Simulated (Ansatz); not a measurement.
# Phonon spectrum of LiH

Theory: Ansatz 0.2.0, DFT PBE, scalar-relativistic, plane waves, PAW. Plane waves to 420 eV; Γ-centred k mesh 12×12×2; fixed occupations. No spin polarisation. Phonons by linear response, acoustic sum rule imposed.

The cell, relaxed at this level:
```xyz
10
Lattice="2.8119 0.0000 0.0000 -1.4059 2.4351 0.0000 0.0000 0.0000 11.8400" Properties=species:S:1:pos:R:3 pbc="T T T"
Li    0.0000    0.0000    9.3887
Li    0.0000    0.0000    0.0000
Li    0.0000    0.0000    2.4513
Li    0.0000    1.6234    4.7633
Li    1.4059    0.8117    7.0767
H     0.0000    1.6234    8.2340
H     1.4059    0.8117   10.6155
H     0.0000    1.6234    1.2245
H     1.4059    0.8117    3.6060
H     0.0000    0.0000    5.9200
```

The cell was found from a structure generator's guess, not taken from experiment. The q mesh is coarse, so values between its points are rough.

Force constants from linear response on a 3×3×1 q mesh.

Problem. Is the structure dynamically stable on this mesh?

Solution. Yes, on this mesh: no mode is imaginary.

Problem. Give the frequencies (cm⁻¹; i marks imaginary ones) at the irreducible q points, in fractions of the reciprocal vectors, the Γ row without the LO field.

Solution.
```
                q  star                                                                                                                  frequencies
0.000 0.000 0.000     1        0 0 0 104 104 137 137 203 203 258 258 310 320 503 542 584 584 597 640 640 655 655 729 729 765 765 1058 1078 1088 1096
0.000 0.333 0.000     6  200 210 238 244 274 282 297 299 336 374 384 388 416 445 475 716 716 737 763 774 778 789 811 872 896 989 1004 1040 1058 1078
0.333 0.333 0.000     2      226 299 299 332 334 334 353 353 357 398 398 420 420 429 434 774 774 818 831 831 863 903 928 928 938 938 971 979 993 993
```
